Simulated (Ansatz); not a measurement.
Set up this calculation in Ansatz 0.2.0, as the native input.

- Task: band structure
- Functional: PBEsol
- Potentials or basis: all-electron LAPW, non-relativistic
- Cutoff: 139 eV (chosen from the basis error)
- Basis error allowed: 0.001 eV/atom
- k mesh: 9 × 9 × 7
- Occupations: fermi-dirac, width 0.05 eV
- Spin: no spin polarisation

Crystal: MgSi.

```
Si Mg
1.0
     2.90839    0.00000    0.00000
     0.00000    2.90839    0.00000
     0.00000    0.00000    4.10343
Si Mg
1 1
Direct
  0.50000 0.50000 0.50000
  0.00000 0.00000 0.00000
```

The cell comes from a database or a generator and needn't be the stable form of this composition.

The input as run:

input.yaml

```yaml
crystal:
  lattice:
    - [2.908394, 0.0, 0.0]
    - [0.0, 2.908394, 0.0]
    - [0.0, 0.0, 4.103427]
  atoms:
    - { symbol: Si, position: [0.5, 0.5, 0.5] }
    - { symbol: Mg, position: [0.0, 0.0, 0.0] }
kpoints:
  mp_grid: { grid: [9, 9, 7] }
  band_path:
    path:
      - [0.0, 0.0, 0.0]
      - [0.0, 0.5, 0.0]
      - [0.5, 0.5, 0.0]
      - [0.0, 0.0, 0.0]
      - [0.0, 0.0, 0.5]
      - [0.0, 0.5, 0.5]
      - [0.5, 0.5, 0.5]
      - [0.0, 0.0, 0.5]
    npoints: 8
scf:
  occupations: { method: fermi_dirac, width: 0.05 }
hamiltonian:
  xc: pbesol
  pseudopotentials:
    kind: all_electron
    lapw: { basis_error: 0.001 }
    relativity: none
output:
  forces: true
  stress: true
  eigenvalues: true
```

Potentials or basis: all-electron LAPW, non-relativistic.

Run with:

```sh
$ ansatz run input.yaml --threads 1 --pin off --max-ram 3072MiB --backend cpu --events-out ev --progress --plain --runs-dir out
```

Results of the run:

```
Pressure                : -1.6 GPa
Band gap along the path : none (metal or under the smearing width)
```

It took 11 s on 1 thread of Intel(R) Xeon(R) Processor @ 2.50GHz (Skylake/Cascade Lake) (shared host), peak memory 0.26 GiB.
